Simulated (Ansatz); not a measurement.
**ZnSe under changes of volume**

One of the cells (25.607 Å³/atom); the others are scaled copies at fixed shape and fractional positions:

```
CELL_PARAMETERS angstrom
4.10770 0.00000 0.00000
0.00000 4.10770 0.00000
0.00000 0.00000 6.07035
ATOMIC_POSITIONS crystal
Se 0.50000 0.00000 0.75372
Se 0.00000 0.50000 0.24628
Zn 0.50000 0.50000 0.00000
Zn 0.00000 0.00000 0.00000
```

Measurements of this composition are mostly on another form, of space group No. 216.

| Item | Value |
| --- | --- |
| Program | Ansatz 0.2.0 |
| Functional | PBE |
| Potentials or basis | Ansatz PAW |
| Cutoff | 420 eV (not typed: the program's choice for these potentials) |
| k mesh | 7 × 7 × 5 |
| Occupations | fermi-dirac, width 0.05 eV |
| Spin | no spin polarisation |

```tsv
volume (Å³/atom)	energy over the lowest point (meV/atom)	pressure (GPa)	gap on the mesh (eV)	largest force (eV/Å)
24.070	14.48	3.4	2.04	0.554
24.582	5.79	2.1	2.01	0.323
25.094	1.10	0.9	1.98	0.109
25.607	0.00	-0.2	1.95	0.088
26.119	?	?	?	?
26.631	7.09	-2.0	1.89	0.438
27.143	14.65	-2.7	1.86	0.594
```

Q: What does the run at 26.119 Å³/atom give?

A: Energy over the lowest point 2.11 meV/atom; pressure -1.1 GPa; gap on the mesh 1.92 eV; largest force 0.270 eV/Å.

Worked out: A Birch-Murnaghan fit of order 3 (a polynomial in V^(-2/3)) to the other rows has its minimum at 25.52 Å³/atom with B0 = V·E''(V) = 51 GPa and B' = 4.5 at fixed shape and positions, which overstates the stiffness. It gives 2.11 meV/atom at 26.119 Å³/atom, against the run's 2.11, and -dE/dV = -1.1 GPa, against -1.1. A straight line through the other rows of the gap, of slope -1.5 eV per unit of ln V (its deformation potential), gives 1.92 eV, against the run's 1.92.

Energies are extrapolated to zero smearing.

Caveats: odd divisions of the mesh miss points on the zone boundary, where band edges often lie, so the gap on the mesh can be too wide.

A mesh can miss the band edges. Spin-orbit coupling on Se is left out.
